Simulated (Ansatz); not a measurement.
BaTiO3 (C222_1) from a database of computed structures, relaxed with r2SCAN. Around Ba lie 12 O at 2.80–3.03 Å; around Ba lie 12 O at 2.85–2.89 Å; around Ti lie 6 O at 1.86–2.13 Å and 1 Ti at 2.70 Å; around Ti lie 6 O at 1.88–2.12 Å; around O lie 2 Ti at 1.95–1.99 Å and 4 Ba at 2.81–2.99 Å; around O lie 2 Ti at 1.88–2.08 Å and 4 Ba at 2.85–3.03 Å; around O lie 2 Ti at 1.89–2.13 Å and 4 Ba at 2.80–2.89 Å; around O lie 2 Ti at 1.86–2.12 Å and 4 Ba at 2.84–2.94 Å (further sites aren't listed).

Space group C222_1 (No. 20). a = 5.764 Å, b = 9.914 Å, c = 13.987 Å, α = 90.00°, β = 90.00°, γ = 90.00°
```csv
atom,site,symmetry,x,y,z
Ba,8c,1,0.5146,0.1657,0.4034
Ba,4b,.2.,0.5000,0.4991,0.2500
Ti,8c,1,0.5237,0.1686,0.6539
Ti,4a,2..,0.9729,0.0000,0.0000
O,8c,1,0.4996,0.3356,0.9196
O,8c,1,0.7527,0.9178,0.0806
O,8c,1,0.2756,0.7557,0.2468
O,8c,1,0.7511,0.9157,0.4191
O,4b,.2.,0.5000,0.0208,0.7500
```

4 runs of the plane-wave code Ansatz on this cell differ in the functional (and in the settings that go with it). Levels are in eV from each run's valence top; v1 is the last filled band, c1 the first empty one.

Run A, mean stress -1.9 GPa (compression positive):
```
point     v4     v3     v2     v1    c1    c2
    Γ  -0.21  -0.15  -0.14   0.00  4.35  4.68
    Y  -0.51  -0.47  -0.44  -0.21  4.87  4.90
   C₀  -0.62  -0.60  -0.38  -0.33  5.30  5.34
    Z  -0.19  -0.19  -0.07  -0.07  4.56  4.56
```

Run B, mean stress +3.2 GPa (compression positive):
```
point     v4     v3     v2     v1    c1    c2
    Γ  -0.24  -0.16  -0.13   0.00  2.14  2.42
    Y  -0.48  -0.45  -0.42  -0.21  2.62  2.63
   C₀  -0.59  -0.58  -0.36  -0.31  2.97  3.02
    Z  -0.21  -0.21  -0.06  -0.06  2.32  2.32
```

Run C, mean stress -1.8 GPa (compression positive):
```
point     v4     v3     v2     v1    c1    c2
    Γ  -0.21  -0.15  -0.15   0.00  3.60  3.92
    Y  -0.50  -0.47  -0.44  -0.21  4.12  4.15
   C₀  -0.62  -0.60  -0.38  -0.33  4.53  4.57
    Z  -0.20  -0.20  -0.07  -0.07  3.81  3.81
```

Run D, mean stress 0.0 GPa (compression positive):
```
point     v4     v3     v2     v1    c1    c2
    Γ  -0.23  -0.17  -0.14   0.00  2.51  2.78
    Y  -0.49  -0.46  -0.42  -0.21  2.97  2.99
   C₀  -0.60  -0.58  -0.36  -0.32  3.32  3.37
    Z  -0.21  -0.21  -0.06  -0.06  2.69  2.69
```

Task: Match the runs to PBE, r2SCAN, HSE06, PBE0.

Result: A is PBE0, B is PBE, C is HSE06, D is r2SCAN. In order of the gap: PBE 2.14, r2SCAN 2.51, HSE06 3.60, PBE0 4.35 eV. The stress vanishes for r2SCAN, which relaxed the cell.

No spin polarisation and no zero-point or thermal motion.

The runs are scalar-relativistic, without spin-orbit coupling.

The stress of a hybrid is loosely converged in these runs.
